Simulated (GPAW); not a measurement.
# Ge (Ia-3) in GPAW: reference runs

How does Ge come out in PBEsol? The cell is run as given.

Everything below comes from runs of GPAW 26.7.0. Logs are shortened: lines on timing, memory, paths and dates and some standing lists are left out, and cuts for length are marked. The log counts tension as positive stress, the text compression.

## Step 1: The structure

It takes space group Ia-3 (No. 206, cubic). The conventional cell has a = 6.968 Å, b = 6.968 Å, c = 6.968 Å, α = 90.00°, β = 90.00°, γ = 90.00°. Around Ge (site symmetry 3) lie 4 Ge at 2.43 to 2.51 Å.

This isn't the form of Ge at room conditions, which is diamond.

## Step 2: Single point, PBEsol

The input, run.py:

```python
from ase import Atoms
from ase.dft.bandgap import bandgap
from ase.io import write
from ase.units import GPa
from gpaw import GPAW, PW, setup_paths

setup_paths.insert(0, '.')

atoms = Atoms(['Ge', 'Ge', 'Ge', 'Ge', 'Ge', 'Ge', 'Ge', 'Ge'],
              cell=[[-3.48417028, 3.48417028, 3.48417028],
                    [3.48417028, -3.48417028, 3.48417028],
                    [3.48417028, 3.48417028, -3.48417028]],
              scaled_positions=[[0.29889908, 0.29889908, 0.29889908],
                                [0.0, 0.20110092, 0.5],
                                [0.20110092, 0.5, 0.0],
                                [0.5, 0.0, 0.20110092],
                                [0.70110092, 0.70110092, 0.70110092],
                                [0.0, 0.79889908, 0.5],
                                [0.79889908, 0.5, 0.0],
                                [0.5, 0.0, 0.79889908]],
              pbc=True)

calc = GPAW(mode=PW(600),
            xc='PBEsol',
            kpts={'size': (6, 6, 6), 'gamma': True},
            occupations={'name': 'fermi-dirac', 'width': 0.05},
            nbands=32,
            convergence={'density': 1e-05, 'energy': 1e-05},
            maxiter=150,
            txt='gpaw.txt')
atoms.calc = calc
energy = atoms.get_potential_energy()
forces = atoms.get_forces()
stress = atoms.get_stress()
calc.write('gs.gpw')
write('result.traj', atoms)
print(f'Energy: {energy:.6f} eV')
print('Forces (eV/A):')
print(forces.round(4))
print('Stress (GPa):', (stress / GPa).round(3))
print('Fermi level:', round(calc.get_fermi_level(), 4), 'eV')
print(f'Gap: {bandgap(calc)[0]:.4f} eV, direct: {bandgap(calc, direct=True)[0]:.4f} eV')
```

Potentials or basis: PAW data sets generated in the run's folder for this functional, pw.

The run is started by

```console
$ gpaw-setup -f PBEsol Ge
$ OMP_NUM_THREADS=1 python run.py
```

gpaw.txt:

```text
__  _  _
 | _ |_)|_||  |
 |__||  | ||/\| - 26.7.0

Input parameters:
  mode=PW(ecut=600.0),
  convergence={'density': 1e-05, 'energy': 1e-05},
  kpts=MonkhorstPack(size=(6, 6, 6), gamma=True),
  maxiter=150,
  nbands=32,
  occupations=Occupations(name='fermi-dirac', width=0.05),
  xc=XC(name='PBEsol')

Diagonalizing LCAO Hamiltonian
Converting LCAO to pw mode

         Ge

                  Ge
         Ge
            GeGe
                Ge
                     Ge
                 Ge

Atoms  # Å, Bohr magnetons
|   | symbol |         x |         y |         z |    initial magnetic moments |
|---|--------|-----------|-----------|-----------|-----------------------------|
| 0 |     Ge |  1.041415 |  1.041415 |  1.041415 | ( 0.0000,  0.0000,  0.0000) |
| 1 |     Ge |  2.442755 |  1.041415 | -1.041415 | ( 0.0000,  0.0000,  0.0000) |
| 2 |     Ge |  1.041415 | -1.041415 |  2.442755 | ( 0.0000,  0.0000,  0.0000) |
| 3 |     Ge | -1.041415 |  2.442755 |  1.041415 | ( 0.0000,  0.0000,  0.0000) |
| 4 |     Ge |  2.442755 |  2.442755 |  2.442755 | ( 0.0000,  0.0000,  0.0000) |
| 5 |     Ge |  4.525586 | -1.041415 |  1.041415 | ( 0.0000,  0.0000,  0.0000) |
| 6 |     Ge | -1.041415 |  1.041415 |  4.525586 | ( 0.0000,  0.0000,  0.0000) |
| 7 |     Ge |  1.041415 |  4.525586 | -1.041415 | ( 0.0000,  0.0000,  0.0000) |

Unit cell  # Å
| periodic |         x |         y |         z |  lengths |     angles |
|----------|-----------|-----------|-----------|----------|------------|
|      yes | -3.484170 |  3.484170 |  3.484170 | 6.034760 | 109.471221 |
|      yes |  3.484170 | -3.484170 |  3.484170 | 6.034760 | 109.471221 |
|      yes |  3.484170 |  3.484170 | -3.484170 | 6.034760 | 109.471221 |

Number of symmetries: 6
Symmetry operations  # r_c * U_cc + t_c -> r_c
|   | kind |            matrix            |
|---|------|------------------------------|
| 0 |  E   |  1, 0, 0,  0, 1, 0,  0, 0, 1 |
| 1 |  C3  |  0, 1, 0,  0, 0, 1,  1, 0, 0 |
| 2 |  C3  |  0, 0, 1,  1, 0, 0,  0, 1, 0 |
| 3 |  S6  |  0, 0,-1, -1, 0, 0,  0,-1, 0 |
| 4 |  S6  |  0,-1, 0,  0, 0,-1, -1, 0, 0 |
| 5 |  i   | -1, 0, 0,  0,-1, 0,  0, 0,-1 |

BZ-sampling:
  Number of BZ points: 216
  Number of IBZ points: 40

  Monkhorst-Pack size: [6, 6, 6]
  Monkhorst-Pack shift: [0.08333333333333333, 0.08333333333333333, 0.08333333333333333]

K-points  # in reciprocal-cell coordinates
|     |                                coordinates |     weight |
|-----|--------------------------------------------|------------|
|   0 | (  0.00000000,   0.00000000,   0.00000000) | 0.00462963 |
|   1 | (  0.16666667,   0.00000000,  -0.16666667) | 0.02777778 |
|   2 | (  0.16666667,   0.00000000,   0.00000000) | 0.02777778 |
|   3 | (  0.16666667,   0.16666667,  -0.16666667) | 0.02777778 |
|   4 | (  0.16666667,   0.16666667,   0.00000000) | 0.02777778 |
|   5 | (  0.16666667,   0.16666667,   0.16666667) | 0.00925926 |
|   6 | (  0.33333333,  -0.16666667,  -0.33333333) | 0.02777778 |
|   7 | (  0.33333333,  -0.16666667,  -0.16666667) | 0.02777778 |
|   8 | (  0.33333333,  -0.16666667,   0.00000000) | 0.02777778 |
|   9 | (  0.33333333,  -0.16666667,   0.16666667) | 0.02777778 |
| ... |                                            |            |
|  39 | (  0.50000000,   0.50000000,   0.50000000) | 0.00462963 |

Plane wave coefficients: 5680
Cutoff: 600.0 eV

Spin-components: 1 (collinear spins)
Bands:           32
Projectors:      40
Spin-degeneracy: 2
Datatype:        complex128

Parallelization:
  kpt:    1
  domain: 1
  band:   1

Density:
  Valence electrons: 32.0
  Components: 1
  Grid points: [35 35 35]
  Charge: 0.0  # |e|

Potential:
  Grid points: [35 35 35]

species:
  Ge:
    name:    Germanium
    Z:       32.0
    valence: 4
    core:    28
    charge:  0.0  # [|e|]
    compensation charges:
      type: gauss
      rc: 0.32  # [Å]
      lmax: 2
    cutoffs:
      filter: 1.77  # [Å]
      core: 3.42  # [Å]
    projectors
    | kind |    occ | energy [eV] | rcut [Å] |
    |------|--------|-------------|----------|
    |   4s |  2.000 |     -11.738 |    1.005 |
    |   4p |  2.000 |      -3.898 |    1.005 |
    |    s |        |      15.473 |    1.005 |
    |    p |        |      23.314 |    1.005 |
    |    d |        |       0.000 |    1.005 |

    Using partial waves for Ge as LCAO basis

Reference energy: -456446.079505  # eV

eigensolver:
  PPCG
  Converge bands: occupied
  niter=2

density mixing:
  MSR1-Mixer
  Pratt-step length: 0.05
  Maximum mixing coefficient: 0.75
  Old densities: 10
  SVD Regularization: 0.005
  Good broyden scale: 1.0
  Trust region scale: 1.0
  Backstep threshold: 4.0
  History deletion threshold: 6.0
  Fourier metric: weight=20.0, sigma=0.015

occupation numbers:
  Fermi-Dirac:
    width: 0.0500  # eV

poisson solver:
  ecut: 4800.0  # eV

xc functional:
  name: PBEsol with 2 nearest neighbor stencil

convergence criteria:
[... 6 lines left out ...]
|iter     | |      energy | eigst |  dens |
|---------|-|-------------|-------|-------|
|iter:   1| |  -38.688070 | -0.61 |       |
|iter:   2| |  -38.666914 | -2.92 | -0.97 |
|iter:   3| |  -38.499532 | -2.55 | -0.99 |
|iter:   4| |  -38.492447 | -3.84 | -1.62 |
|iter:   5| |  -38.492389 | -5.20 | -2.41 |
|iter:   6| |  -38.492397c| -6.79 | -3.15 |
|iter:   7| |  -38.492397c| -8.04c| -3.98 |
|iter:   8| |  -38.492397c| -8.37c| -4.59 |
|iter:   9| |  -38.492397c| -9.38c| -5.67c|

Converged in 9 steps
Energy contributions relative to reference atoms: (reference = -456446.079505)

Energy contributions:
  Kinetic:          85.883548
  Coulomb:         -76.916276
  Zero:             -0.016175
  External:          0.000000
  Xc:              -47.436864
  Entropy:          -0.013260
  Spinorbit:         0.000000
  ----------------------------
  Free energy:     -38.499027
  Extrapolated:    -38.492397

dipole moment: (-68.300352, 22.767941, 22.767941)  # |e|*Ang

Fermi level: 6.444
Eigenvalues  # (at kpt = [0.000, 0.000, 0.000])
| band index |      eig [eV] | occ [0-2] |
|------------|---------------|-----------|
|          0 |        -6.425 |     2.000 |
|        ... |               |           |
|          8 |         1.935 |     2.000 |
|          9 |         1.935 |     2.000 |
|         10 |         2.876 |     2.000 |
|         11 |         2.876 |     2.000 |
|         12 |         2.876 |     2.000 |
|         13 |         5.196 |     2.000 |
[... 8 lines left out ...]
|         22 |        11.303 |     0.000 |
|         23 |        11.303 |     0.000 |
|        ... |               |           |
|         31 |        13.624 |     0.000 |

No gap
No difference between direct/indirect transitions

Forces  # eV/Ang
|        x |        y |        z |
|----------|----------|----------|
| -0.13871 | -0.13871 | -0.13871 |  # Ge   0
|  0.13871 | -0.13872 |  0.13873 |  # Ge   1
| -0.13872 |  0.13873 |  0.13871 |  # Ge   2
|  0.13873 |  0.13871 | -0.13872 |  # Ge   3
|  0.13871 |  0.13871 |  0.13871 |  # Ge   4
| -0.13871 |  0.13872 | -0.13873 |  # Ge   5
|  0.13872 | -0.13873 | -0.13871 |  # Ge   6
| -0.13873 | -0.13871 |  0.13872 |  # Ge   7

Stress tensor  # eV/Ang^3
|        x |        y |        z |
|----------|----------|----------|
| 0.000833 | 0.000000 | 0.000000 |
| 0.000000 | 0.000833 | 0.000000 |
| 0.000000 | 0.000000 | 0.000833 |

# Writing to gs.gpw (mode='')
```

It took 2.1 min on 1 thread of Arm Neoverse V2, shared host; peak memory 0.36 GiB.

Results:

* Free energy: -38.4990 eV
* Pressure: -0.1 GPa
* Largest force: 0.240 eV/Å
* Band gap on the k mesh: none (metal or under the smearing width)

Forces on the atoms (eV/Å):
```
Ge  -0.139 -0.139 -0.139
Ge   0.139 -0.139  0.139
Ge  -0.139  0.139  0.139
Ge   0.139  0.139 -0.139
Ge   0.139  0.139  0.139
Ge  -0.139  0.139 -0.139
Ge   0.139 -0.139 -0.139
Ge  -0.139 -0.139  0.139
```

## Step 3: Equation of state, PBEsol

The input, run.py:

```python
from ase import Atoms
from ase.eos import EquationOfState
from ase.io import Trajectory
from ase.units import GPa
from gpaw import GPAW, PW, setup_paths

setup_paths.insert(0, '.')

atoms = Atoms(['Ge', 'Ge', 'Ge', 'Ge', 'Ge', 'Ge', 'Ge', 'Ge'],
              cell=[[-3.48417028, 3.48417028, 3.48417028],
                    [3.48417028, -3.48417028, 3.48417028],
                    [3.48417028, 3.48417028, -3.48417028]],
              scaled_positions=[[0.29889908, 0.29889908, 0.29889908],
                                [0.0, 0.20110092, 0.5],
                                [0.20110092, 0.5, 0.0],
                                [0.5, 0.0, 0.20110092],
                                [0.70110092, 0.70110092, 0.70110092],
                                [0.0, 0.79889908, 0.5],
                                [0.79889908, 0.5, 0.0],
                                [0.5, 0.0, 0.79889908]],
              pbc=True)

traj = Trajectory('eos.traj', 'w')
volumes, energies = [], []
for x in [0.94, 0.96, 0.98, 1.0, 1.02, 1.04, 1.06]:
    a = atoms.copy()
    a.set_cell(atoms.cell * x**(1 / 3), scale_atoms=True)
    calc = GPAW(mode=PW(600),
                xc='PBEsol',
                kpts={'size': (6, 6, 6), 'gamma': True},
                occupations={'name': 'fermi-dirac', 'width': 0.05},
                nbands=32,
                convergence={'density': 1e-05, 'energy': 1e-05},
                maxiter=150,
                txt=f'eos-{x:.2f}.txt')
    a.calc = calc
    energies.append(a.get_potential_energy(force_consistent=True))
    volumes.append(a.get_volume())
    p = -a.get_stress()[:3].mean() / GPa
    calc.write(f'eos-{x:.2f}.gpw')
    traj.write(a)
    print(f'{x:.2f} {volumes[-1]:10.4f} A^3 {energies[-1]:14.6f} eV {p:9.3f} GPa', flush=True)

v0, e0, B = EquationOfState(volumes, energies, eos='birchmurnaghan').fit()
print(f'V0 = {v0:.4f} A^3, E0 = {e0:.6f} eV, B0 = {B / GPa:.2f} GPa')
```

Potentials or basis: PAW data sets generated in the run's folder for this functional, pw.

The run is started by

```console
$ gpaw-setup -f PBEsol Ge
$ OMP_NUM_THREADS=1 python run.py
```

Output:

```text
__  _  _
 | _ |_)|_||  |
 |__||  | ||/\| - 26.7.0

Input parameters:
  mode=PW(ecut=600.0),
  convergence={'density': 1e-05, 'energy': 1e-05},
  kpts=MonkhorstPack(size=(6, 6, 6), gamma=True),
  maxiter=150,
  nbands=32,
  occupations=Occupations(name='fermi-dirac', width=0.05),
  xc=XC(name='PBEsol')

Diagonalizing LCAO Hamiltonian
Converting LCAO to pw mode

        Ge

                  Ge
         Ge
            Gee
                Ge
                    Ge
                 Ge

Atoms  # Å, Bohr magnetons
|   | symbol |         x |         y |         z |    initial magnetic moments |
|---|--------|-----------|-----------|-----------|-----------------------------|
| 0 |     Ge |  1.020156 |  1.020156 |  1.020156 | ( 0.0000,  0.0000,  0.0000) |
| 1 |     Ge |  2.392889 |  1.020156 | -1.020156 | ( 0.0000,  0.0000,  0.0000) |
| 2 |     Ge |  1.020156 | -1.020156 |  2.392889 | ( 0.0000,  0.0000,  0.0000) |
[... 135 lines left out ...]
|iter:   3| |  -38.353674 | -2.45 | -0.98 |
|iter:   4| |  -38.346644 | -3.67 | -1.62 |
|iter:   5| |  -38.346559 | -5.13 | -2.37 |
|iter:   6| |  -38.346565c| -6.75 | -3.17 |
|iter:   7| |  -38.346564c| -8.02c| -3.94 |
|iter:   8| |  -38.346564c| -8.30c| -4.52 |
|iter:   9| |  -38.346564c| -9.34c| -5.73c|

Converged in 9 steps
Energy contributions relative to reference atoms: (reference = -456446.079505)

Energy contributions:
  Kinetic:         116.634407
  Coulomb:        -102.147288
  Zero:             -0.015407
  External:          0.000000
  Xc:              -52.811248
  Entropy:          -0.014055
  Spinorbit:         0.000000
  ----------------------------
  Free energy:     -38.353592
  Extrapolated:    -38.346564

dipole moment: (-66.870136, 22.291179, 22.291179)  # |e|*Ang

Fermi level: 7.190
Eigenvalues  # (at kpt = [0.000, 0.000, 0.000])
| band index |      eig [eV] | occ [0-2] |
|------------|---------------|-----------|
|          0 |        -6.214 |     2.000 |
|        ... |               |           |
|          8 |         2.310 |     2.000 |
|          9 |         2.310 |     2.000 |
|         10 |         3.291 |     2.000 |
|         11 |         3.291 |     2.000 |
|         12 |         3.291 |     2.000 |
|         13 |         5.818 |     2.000 |
[... 8 lines left out ...]
|         22 |        12.338 |     0.000 |
|         23 |        12.338 |     0.000 |
|        ... |               |           |
|         31 |        14.671 |     0.000 |

No gap
No difference between direct/indirect transitions

Stress tensor  # eV/Ang^3
|         x |         y |         z |
|-----------|-----------|-----------|
| -0.030863 | -0.000000 | -0.000000 |
| -0.000000 | -0.030863 | -0.000000 |
| -0.000000 | -0.000000 | -0.030863 |

# Writing to eos-0.94.gpw (mode='')
```

Run time: 14 min. Hardware: 1 thread of Arm Neoverse V2, shared host; peak memory 0.81 GiB.

What came out:

* Equilibrium volume: 21.12 Å³/atom
* Bulk modulus at fixed shape and positions: 72 GPa
* Pressure derivative of the bulk modulus: 4.6

Energy against volume, from the lowest point:
```
volume (Å³/atom)  energy (meV/atom)
          19.879              18.18
          20.302               7.57
          20.725               1.68
          21.148               0.00
          21.571               2.08
          21.994               7.53
          22.417              15.99
```

Caveat: the cell was scaled at fixed shape and fractional positions, which overstates the stiffness of a crystal with free parameters, most of all of layers and chains.
